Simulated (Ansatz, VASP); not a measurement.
BAs in VASP and in Ansatz

INCAR

```
SYSTEM = BAs
PREC = Accurate ; ENCUT = 520
EDIFF = 1E-6 ; ISMEAR = -1
SIGMA = 0.02 ; LREAL = .False.
LASPH = .True. ; NELM = 100
ALGO = Normal ; ISIF = 2
LWAVE = .False. ; LCHARG = .False.
GGA = PE ; NBANDS = 11
```

Contents of KPOINTS:

```
regular mesh
0
Gamma
  10 10 10
  0 0 0
```

Contents of POSCAR:

```
BAs
1.0
    0.0000000000      2.3918676041      2.3440302520
    2.3918676041      0.0000000000      2.3440302520
    2.3918676041      2.3918676041      0.0000000000
B As
1 1
Direct
    0.0000000000      0.0000000000      0.0000000000
    0.2500000000      0.2500000000      0.2500000000
```

Input for Ansatz:

```yaml
crystal:
  lattice:
    - [0.0, 2.3918676041, 2.344030252]
    - [2.3918676041, 0.0, 2.344030252]
    - [2.3918676041, 2.3918676041, 0.0]
  atoms:
    - { symbol: B, position: [0.0, 0.0, 0.0] }
    - { symbol: As, position: [0.25, 0.25, 0.25] }
kpoints:
  mp_grid: { grid: [10, 10, 10] }
  band_path:
    path:
      - [0.0, 0.0, 0.0]
      - [-0.5, -0.5, 0.0]
      - [-0.375, -0.375, 0.25]
      - [-0.375, 0.0, 0.375]
      - [0.0, 0.0, 0.5]
      - [-0.5, -0.25, 0.25]
      - [0.398438, 0.398438, 0.0]
    npoints: 1
hamiltonian:
  xc: pbe
scf:
  occupations: { method: fermi_dirac, width: 0.02 }
  n_extra_bands: 4
output:
  forces: true
  stress: true
  eigenvalues: true
  write_density: true
  write_potential: true
  elf: true
  volumetric_format: npy
```

Change from the starting cell: uniaxial_z strain -2.0%.

Alike in both runs: task single point; functional PBE; k mesh 10 × 10 × 10; occupations fermi-dirac, width 0.02 eV; no spin polarisation.

```csv
,VASP,Ansatz
version,VASP 6.6.1,Ansatz 0.2.0
potentials or method,"VASP PAW PBE potentials, release 64 (B, As)","plane waves, PAW"
plane-wave cutoff (eV),520,420
valence electrons in the cell,8,18
```

|  | VASP | Ansatz | Ansatz less VASP |
| --- | --- | --- | --- |
| gap on the k mesh at the Fermi level (eV) | 0.85 | 0.86 | +0.009 |
| pressure (GPa) | 5.8 | 5.1 | -0.71 |
| largest component of the traceless stress (GPa) | 2.73 | 2.74 | +0.015 |

The two sets of potentials don't hold the same shells in valence.

A k mesh can miss the band edges.
